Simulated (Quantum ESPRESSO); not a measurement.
# MoS2 (P6_3/mmc) in Quantum ESPRESSO: band structure with r2SCAN

Aim: the band structure of MoS2 with r2SCAN.

Everything below comes from runs of Quantum ESPRESSO 7.5. Logs are shortened: lines on timing, memory, paths and dates and some standing lists are left out, and cuts for length are marked.

**Measured values to compare with.**

From “Multiwavelength excitation Raman Scattering Analysis of bulk and 2 dimensional MoS2: Vibrational properties of atomically thin MoS2 layers”, 2015, arxiv:1506.03228, for a bulk crystal of MoS2 at 300 K: band gap 1.3 eV (indirect).

The results are compared with them further down.

## 1. The structure

Symmetry: P6_3/mmc, No. 194, hexagonal system. The conventional cell has a = 3.169 Å, b = 3.169 Å, c = 12.324 Å, α = 90.00°, β = 90.00°, γ = 120.00°. Mo (site symmetry -6m2) is surrounded by 6 S at 2.41 Å. Around S (site symmetry 3m) lie 3 Mo at 2.41 Å.

## 2. Band structure, r2SCAN

pw.in

```
&CONTROL
  calculation = 'scf'
  prefix = 'pwscf'
  outdir = './tmp'
  pseudo_dir = './pseudo'
  tprnfor = .true.
  tstress = .true.
  disk_io = 'low'
/
&SYSTEM
  ibrav = 0
  celldm(1) = 8
  nat = 6
  ntyp = 2
  ecutwfc = 70
  nbnd = 36
  input_dft = 'r2scan'
  occupations = 'smearing'
  smearing = 'fd'
  degauss = 0.00367493
  nosym = .true.
/
&ELECTRONS
  conv_thr = 1d-08
  electron_maxstep = 120
  mixing_beta = 0.5
/
ATOMIC_SPECIES
Mo    95.9500 Mo_ONCV_PBE-1.2.upf
S     32.0600 S_ONCV_PBE-1.2.upf
CELL_PARAMETERS alat
  0.7485677611174   0.0000000000000   0.0000000000000
 -0.3742838805587   0.6482786975834   0.0000000000000
  0.0000000000000   0.0000000000000   2.9111230949860
ATOMIC_POSITIONS crystal
Mo     0.6666666667    0.3333333333    0.7500000000
Mo     0.3333333333    0.6666666667    0.2500000000
S      0.6666666667    0.3333333333    0.3770000000
S      0.3333333333    0.6666666667    0.8770000000
S      0.6666666667    0.3333333333    0.1230000000
S      0.3333333333    0.6666666667    0.6230000000
K_POINTS automatic
8 8 2 0 0 0
```

bands.in

```
&CONTROL
  calculation = 'bands'
  prefix = 'pwscf'
  outdir = './tmp'
  pseudo_dir = './pseudo'
  disk_io = 'low'
  verbosity = 'high'
/
&SYSTEM
  ibrav = 0
  celldm(1) = 8
  nat = 6
  ntyp = 2
  ecutwfc = 70
  nbnd = 36
  input_dft = 'r2scan'
  occupations = 'smearing'
  smearing = 'fd'
  degauss = 0.00367493
  nosym = .true.
/
&ELECTRONS
  conv_thr = 1d-08
  electron_maxstep = 120
  mixing_beta = 0.5
  diago_full_acc = .true.
  startingwfc = 'random'
/
ATOMIC_SPECIES
Mo    95.9500 Mo_ONCV_PBE-1.2.upf
S     32.0600 S_ONCV_PBE-1.2.upf
CELL_PARAMETERS alat
  0.7485677611174   0.0000000000000   0.0000000000000
 -0.3742838805587   0.6482786975834   0.0000000000000
  0.0000000000000   0.0000000000000   2.9111230949860
ATOMIC_POSITIONS crystal
Mo     0.6666666667    0.3333333333    0.7500000000
Mo     0.3333333333    0.6666666667    0.2500000000
S      0.6666666667    0.3333333333    0.3770000000
S      0.3333333333    0.6666666667    0.8770000000
S      0.6666666667    0.3333333333    0.1230000000
S      0.3333333333    0.6666666667    0.6230000000
K_POINTS crystal
60
 0.0000000000  0.0000000000  0.0000000000 1
 0.0555555556  0.0000000000  0.0000000000 1
 0.1111111111  0.0000000000  0.0000000000 1
 0.1666666667  0.0000000000  0.0000000000 1
 0.2222222222  0.0000000000  0.0000000000 1
 0.2777777778  0.0000000000  0.0000000000 1
 0.3333333333  0.0000000000  0.0000000000 1
 0.3888888889  0.0000000000  0.0000000000 1
 0.4444444444  0.0000000000  0.0000000000 1
 0.5000000000  0.0000000000  0.0000000000 1
 0.4666666667  0.0666666667  0.0000000000 1
 0.4333333333  0.1333333333  0.0000000000 1
 0.4000000000  0.2000000000  0.0000000000 1
 0.3666666667  0.2666666667  0.0000000000 1
 0.3333333333  0.3333333333  0.0000000000 1
 0.3030303030  0.3030303030  0.0000000000 1
 0.2727272727  0.2727272727  0.0000000000 1
 0.2424242424  0.2424242424  0.0000000000 1
 0.2121212121  0.2121212121  0.0000000000 1
 0.1818181818  0.1818181818  0.0000000000 1
 0.1515151515  0.1515151515  0.0000000000 1
 0.1212121212  0.1212121212  0.0000000000 1
 0.0909090909  0.0909090909  0.0000000000 1
 0.0606060606  0.0606060606  0.0000000000 1
 0.0303030303  0.0303030303  0.0000000000 1
 0.0000000000  0.0000000000  0.0000000000 1
 0.0000000000  0.0000000000  0.5000000000 1
 0.0500000000  0.0000000000  0.5000000000 1
 0.1000000000  0.0000000000  0.5000000000 1
 0.1500000000  0.0000000000  0.5000000000 1
 0.2000000000  0.0000000000  0.5000000000 1
 0.2500000000  0.0000000000  0.5000000000 1
 0.3000000000  0.0000000000  0.5000000000 1
 0.3500000000  0.0000000000  0.5000000000 1
 0.4000000000  0.0000000000  0.5000000000 1
 0.4500000000  0.0000000000  0.5000000000 1
 0.5000000000  0.0000000000  0.5000000000 1
 0.4666666667  0.0666666667  0.5000000000 1
 0.4333333333  0.1333333333  0.5000000000 1
 0.4000000000  0.2000000000  0.5000000000 1
 0.3666666667  0.2666666667  0.5000000000 1
 0.3333333333  0.3333333333  0.5000000000 1
 0.3076923077  0.3076923077  0.5000000000 1
 0.2820512821  0.2820512821  0.5000000000 1
 0.2564102564  0.2564102564  0.5000000000 1
 0.2307692308  0.2307692308  0.5000000000 1
 0.2051282051  0.2051282051  0.5000000000 1
 0.1794871795  0.1794871795  0.5000000000 1
 0.1538461538  0.1538461538  0.5000000000 1
 0.1282051282  0.1282051282  0.5000000000 1
 0.1025641026  0.1025641026  0.5000000000 1
 0.0769230769  0.0769230769  0.5000000000 1
 0.0512820513  0.0512820513  0.5000000000 1
 0.0256410256  0.0256410256  0.5000000000 1
 0.0000000000  0.0000000000  0.5000000000 1
 0.5000000000  0.0000000000  0.5000000000 1
 0.5000000000  0.0000000000  0.2500000000 1
 0.5000000000  0.0000000000  0.0000000000 1
 0.3333333333  0.3333333333  0.0000000000 1
 0.3333333333  0.3333333333  0.5000000000 1
```

Potentials or basis: SG15 PBE 1.2.

Launch:

```
$ OMP_NUM_THREADS=1 mpirun -n 2 pw.x -nk 2 -in pw.in > pw.out
$ OMP_NUM_THREADS=1 mpirun -n 2 pw.x -nk 2 -in bands.in > bands.out
```

pw.out:

```text
This program is part of the open-source Quantum ESPRESSO suite
     for quantum simulation of materials; please cite
         "P. Giannozzi et al., J. Phys.:Condens. Matter 21 395502 (2009);
         "P. Giannozzi et al., J. Phys.:Condens. Matter 29 465901 (2017);
         "P. Giannozzi et al., J. Chem. Phys. 152 154105 (2020);
     in publications or presentations arising from this work. More details at

     IMPORTANT: XC functional enforced from input :
     Exchange-correlation= R2SCAN
                           (   0   0   0   0   0 497 498)
     Any further DFT definition will be discarded
     Please, verify this is what you really want

     K-points division:     npool     =       2
     Subspace diagonalization in iterative solution of the eigenvalue problem:
     a serial algorithm will be used

     G-vector sticks info
     --------------------
     sticks:   dense  smooth     PW     G-vecs:    dense   smooth      PW
     Sum         685     685    211                57065    57065   10119

     Using Slab Decomposition

     bravais-lattice index     =            0
     lattice parameter (alat)  =       8.0000  a.u.
     unit-cell volume          =     723.3082 (a.u.)^3
     number of atoms/cell      =            6
     number of atomic types    =            2
     number of electrons       =        52.00
     number of Kohn-Sham states=           36
     kinetic-energy cutoff     =      70.0000  Ry
     charge density cutoff     =     280.0000  Ry
     scf convergence threshold =      1.0E-08
     mixing beta               =       0.5000
     number of iterations used =            8  plain     mixing
     Exchange-correlation= R2SCAN
                           (   0   0   0   0   0 497 498)

     celldm(1)=   8.000000  celldm(2)=   0.000000  celldm(3)=   0.000000
     celldm(4)=   0.000000  celldm(5)=   0.000000  celldm(6)=   0.000000

     crystal axes: (cart. coord. in units of alat)
               a(1) = (   0.748568   0.000000   0.000000 )
               a(2) = (  -0.374284   0.648279   0.000000 )
               a(3) = (   0.000000   0.000000   2.911123 )

     reciprocal axes: (cart. coord. in units 2 pi/alat)
               b(1) = (  1.335884  0.771273 -0.000000 )
               b(2) = (  0.000000  1.542546  0.000000 )
               b(3) = (  0.000000 -0.000000  0.343510 )

     PseudoPot. # 1 for Mo read from file:
     Mo_ONCV_PBE-1.2.upf
     Pseudo is Norm-conserving, Zval = 14.0
     Generated using ONCVPSP code by D. R. Hamann
     Using radial grid of  602 points,  6 beta functions with:
                l(1) =   0
                l(2) =   0
                l(3) =   1
                l(4) =   1
                l(5) =   2
                l(6) =   2

     PseudoPot. # 2 for S  read from file:
     S_ONCV_PBE-1.2.upf
     Pseudo is Norm-conserving, Zval =  6.0
     Generated using ONCVPSP code by D. R. Hamann
     Using radial grid of  602 points,  4 beta functions with:
                l(1) =   0
                l(2) =   0
                l(3) =   1
                l(4) =   1

     atomic species   valence    mass     pseudopotential
     Mo               14.00    95.95000     Mo( 1.00)
     S                 6.00    32.06000     S ( 1.00)

     No symmetry found

   Cartesian axes

     site n.     atom                  positions (alat units)
         1        Mo     tau(   1) = (   0.3742839   0.2160929   2.1833423  )
         2        Mo     tau(   2) = (  -0.0000000   0.4321858   0.7277808  )
         3        S      tau(   3) = (   0.3742839   0.2160929   1.0974934  )
         4        S      tau(   4) = (  -0.0000000   0.4321858   2.5530550  )
         5        S      tau(   5) = (   0.3742839   0.2160929   0.3580681  )
         6        S      tau(   6) = (  -0.0000000   0.4321858   1.8136297  )

     number of k points=    68  Fermi-Dirac smearing, width (Ry)=  0.0037
                       cart. coord. in units 2pi/alat
        k(    1) = (   0.0000000   0.0000000   0.0000000), wk =   0.0156250
        k(    2) = (   0.0000000   0.0000000  -0.1717550), wk =   0.0156250
        k(    3) = (   0.0000000   0.1928183   0.0000000), wk =   0.0312500
        k(    4) = (   0.0000000   0.1928183  -0.1717550), wk =   0.0312500
        k(    5) = (   0.0000000   0.3856366   0.0000000), wk =   0.0312500
        k(    6) = (   0.0000000   0.3856366  -0.1717550), wk =   0.0312500
[... 60 lines left out ...]
        k(   67) = (  -0.6679422  -1.1569098   0.0000000), wk =   0.0156250
        k(   68) = (  -0.6679422  -1.1569098  -0.1717550), wk =   0.0156250

     Dense  grid:    57065 G-vectors     FFT dimensions: (  32,  32, 125)

     WARNING: libxc functional with ID  497 depends
      on external parameters: check the user_guide of
      QE if you need to modify them or to check their
      default values.

     WARNING: libxc functional with ID  498 depends
      on external parameters: check the user_guide of
      QE if you need to modify them or to check their
      default values.

     Initial potential from superposition of free atoms

     starting charge      51.7773, renormalised to      52.0000
     Starting wfcs are random

     Self-consistent Calculation

     iteration #  1     ecut=    70.00 Ry     beta= 0.50
     Davidson diagonalization with overlap
     ethr =  1.00E-02,  avg # of iterations = 10.3

     total energy              =    -356.39540801 Ry
     estimated scf accuracy    <      12.46645314 Ry

     iteration #  2     ecut=    70.00 Ry     beta= 0.50
     Davidson diagonalization with overlap
     ethr =  1.00E-02,  avg # of iterations =  1.0
[... 18 lines left out ...]
     iteration #  5     ecut=    70.00 Ry     beta= 0.50
     Davidson diagonalization with overlap
     ethr =  1.20E-04,  avg # of iterations =  3.7

     total energy              =    -356.57926403 Ry
     estimated scf accuracy    <       0.00910258 Ry

     iteration #  6     ecut=    70.00 Ry     beta= 0.50
     Davidson diagonalization with overlap
     c_bands:  1 eigenvalues not converged
     ethr =  1.75E-05,  avg # of iterations =  6.0

     total energy              =    -356.58040158 Ry
     estimated scf accuracy    <       0.00160448 Ry

     iteration #  7     ecut=    70.00 Ry     beta= 0.50
     Davidson diagonalization with overlap
     ethr =  3.09E-06,  avg # of iterations =  3.1

     total energy              =    -356.58049574 Ry
     estimated scf accuracy    <       0.00036300 Ry
[... 33 lines left out ...]
     total energy              =    -356.58051685 Ry
     estimated scf accuracy    <       0.00000002 Ry

     iteration # 13     ecut=    70.00 Ry     beta= 0.50
     Davidson diagonalization with overlap
     ethr =  3.56E-11,  avg # of iterations =  2.0

     End of self-consistent calculation

          k = 0.0000 0.0000 0.0000 (  7077 PWs)   bands (ev):

   -53.1431 -53.1430 -26.2930 -26.2929 -26.0714 -26.0714 -26.0713 -26.0713
    -4.9174  -4.6469  -3.6377  -3.1939   3.6738   4.7465   7.1902   7.4052
     7.4052   7.4202   7.4202   8.5502   8.5502   8.6001   8.6001   9.5437
     9.7065  10.8663  13.1235  13.1235  13.1531  13.1531  13.2492  13.2492
    13.4247  13.4247  16.8591  17.0042

          k = 0.0000 0.0000-0.1718 (  7058 PWs)   bands (ev):
[... 481 lines left out ...]
   -53.1013 -53.1012 -26.4470 -26.4469 -26.2085 -26.2085 -26.1983 -26.1982
    -2.8443  -2.8442  -2.6131  -2.6130   4.3428   4.3428   4.9889   4.9890
     5.9491   5.9492   6.8327   6.8327   8.0312   8.0313   8.2427   8.2428
     9.6375   9.6375  12.5742  12.5742  13.1185  13.1185  14.0598  14.0599
    14.7678  14.7679  17.4808  17.4809

          k =-0.6679 0.0000 0.0000 (  7176 PWs)   bands (ev):

   -53.1013 -53.1012 -26.4036 -26.4035 -26.2432 -26.2431 -26.2086 -26.2085
    -2.9078  -2.7732  -2.6903  -2.5486   4.5989   4.8508   4.9060   5.0470
     6.2813   6.3006   6.3196   6.9742   7.0022   7.2352   8.2026   8.5629
     9.5670   9.6581  12.2134  12.7267  13.0804  13.1287  13.3752  13.9277
    14.7640  15.4690  18.0498  18.0587

          k =-0.6679 0.0000-0.1718 (  7162 PWs)   bands (ev):

   -53.1013 -53.1012 -26.4036 -26.4035 -26.2432 -26.2431 -26.2086 -26.2085
    -2.8603  -2.8602  -2.5998  -2.5997   4.7129   4.7130   4.9882   4.9883
     6.1256   6.1256   6.8204   6.8204   7.1370   7.1371   8.3399   8.3400
     9.6154   9.6155  12.4634  12.4635  13.1093  13.1094  13.6383  13.6383
    15.0976  15.0977  18.2383  18.2384

          k =-0.6679 0.1928 0.0000 (  7162 PWs)   bands (ev):

   -53.1013 -53.1012 -26.4470 -26.4469 -26.2085 -26.2085 -26.1983 -26.1982
    -2.8880  -2.7651  -2.6917  -2.5697   4.2070   4.4985   4.9710   5.0428
     5.6768   6.3061   6.5812   6.9024   7.9631   8.0472   8.2097   8.4030
     9.5518   9.7037  12.4379  12.7062  13.0223  13.3124  13.6716  14.3099
    14.4900  15.2250  17.0542  17.5692

          k =-0.6679 0.1928-0.1718 (  7176 PWs)   bands (ev):

   -53.1013 -53.1012 -26.4470 -26.4469 -26.2085 -26.2085 -26.1983 -26.1982
    -2.8443  -2.8442  -2.6131  -2.6130   4.3428   4.3428   4.9889   4.9890
     5.9491   5.9492   6.8327   6.8327   8.0312   8.0313   8.2427   8.2428
     9.6375   9.6375  12.5742  12.5742  13.1185  13.1185  14.0598  14.0599
    14.7678  14.7679  17.4808  17.4809

          k =-0.6679-1.1569 0.0000 (  7162 PWs)   bands (ev):

   -53.1013 -53.1012 -26.4785 -26.4784 -26.2085 -26.2084 -26.1653 -26.1652
    -2.8671  -2.7576  -2.6916  -2.5922   3.8954   4.2070   4.9406   5.1756
     5.5100   6.1951   6.7702   6.8548   7.9677   8.2071   8.9675   9.1716
     9.3889   9.5208  12.5941  12.6409  12.9939  13.2512  13.9999  14.5103
    14.9252  14.9502  16.5520  16.8465

          k =-0.6679-1.1569-0.1718 (  7148 PWs)   bands (ev):

   -53.1013 -53.1012 -26.4785 -26.4784 -26.2085 -26.2084 -26.1653 -26.1652
    -2.8274  -2.8273  -2.6270  -2.6269   4.0405   4.0406   4.9929   4.9930
     5.9320   5.9320   6.8110   6.8111   8.0704   8.0705   9.0698   9.0698
     9.4638   9.4638  12.6151  12.6152  13.1324  13.1325  14.3685  14.3686
    14.7281  14.7281  16.8679  16.8680

     the Fermi energy is    11.3535 ev

!    total energy              =    -356.58051685 Ry
     estimated scf accuracy    <          3.9E-09 Ry
     smearing contrib. (-TS)   =      -0.00000008 Ry
     internal energy E=F+TS    =    -356.58051677 Ry

     The total energy is F=E-TS. E is the sum of the following terms:
     one-electron contribution =    -176.06150129 Ry
     hartree contribution      =     108.72841622 Ry
     xc contribution           =     -49.55244395 Ry
     ewald contribution        =    -239.69498775 Ry

     convergence has been achieved in  13 iterations

     Forces acting on atoms (cartesian axes, Ry/au):

     atom    1 type  1   force =    -0.00000010   -0.00000003    0.00028165
     atom    2 type  1   force =     0.00000002    0.00000004   -0.00028527
     atom    3 type  2   force =     0.00000005   -0.00000003   -0.00895908
     atom    4 type  2   force =    -0.00000009   -0.00000010   -0.00885340
     atom    5 type  2   force =     0.00000005    0.00000000    0.00885620
     atom    6 type  2   force =     0.00000007    0.00000013    0.00895990

     Total force =     0.017819     Total SCF correction =     0.000140

     Computing stress (Cartesian axis) and pressure

          total   stress  (Ry/bohr**3)                   (kbar)     P=        6.30
   0.00006319   0.00000000   0.00000000            9.30        0.00        0.00
   0.00000000   0.00006319   0.00000000            0.00        9.30        0.00
   0.00000000   0.00000000   0.00000216            0.00        0.00        0.32

=------------------------------------------------------------------------------=
   JOB DONE.
=------------------------------------------------------------------------------=
```

It took 9.7 min on 2 MPI ranks of Intel Xeon Platinum 8488C (Sapphire Rapids), shared host; peak memory 0.54 GiB.

What came out:

| Item | Value |
| --- | --- |
| Free energy | -4851.5251 eV |
| Pressure | 0.6 GPa |
| Largest force | 0.230 eV/Å |
| Band gap on the k mesh | 1.10 eV, indirect (least direct gap 2.07 eV) |
| Band gap along the path | 1.00 eV, indirect (least direct gap 1.78 eV) |

Forces in eV/Å, atoms in the order of the input:
```
Mo   0.000  0.000  0.007
Mo   0.000  0.000 -0.007
S    0.000  0.000 -0.230
S    0.000  0.000 -0.228
S    0.000  0.000  0.228
S    0.000  0.000  0.230
```

Stress tensor (GPa, compression positive):
```
0.93 0.00 0.00
0.00 0.93 0.00
0.00 0.00 0.03
```

Levels at the corners of the path, in eV from the valence-band top:
```
point  band 24  band 25  band 26  band 27  band 28  band 29
    Γ    -1.32    -1.16     0.00     2.26     2.26     2.29
    M    -1.69    -1.48    -1.35     1.73     1.77     2.13
    K    -2.88    -0.81    -0.65     1.13     1.13     2.03
    Γ    -1.32    -1.16     0.00     2.26     2.26     2.29
    A    -2.29    -0.29    -0.29     2.26     2.26     2.26
    L    -1.80    -1.40    -1.40     1.75     1.75     2.27
    H    -3.06    -0.74    -0.74     1.13     1.13     2.50
    A    -2.29    -0.29    -0.29     2.26     2.26     2.26
    L    -1.80    -1.40    -1.40     1.75     1.75     2.27
    M    -1.69    -1.48    -1.35     1.73     1.77     2.13
    K    -2.88    -0.81    -0.65     1.13     1.13     2.03
    H    -3.06    -0.74    -0.74     1.13     1.13     2.50
```

Caveat: the potentials were made for another functional, which shifts forces and pressure; some levels on the path didn't converge; the mesh misses the band edges, which the band path finds closer together.

## 3. Comparison with measurements

Step 2. Measured gap of MoS2: 1.3 eV (indirect; 300 K; “Multiwavelength excitation Raman Scattering Analysis of bulk and 2 dimensional MoS2: Vibrational properties of atomically thin MoS2 layers”, 2015, arxiv:1506.03228). This calculation gives 1.00 eV (-0.30 eV). Spin-orbit coupling on Mo is left out. The value is that of r2SCAN, without temperature or zero-point motion.
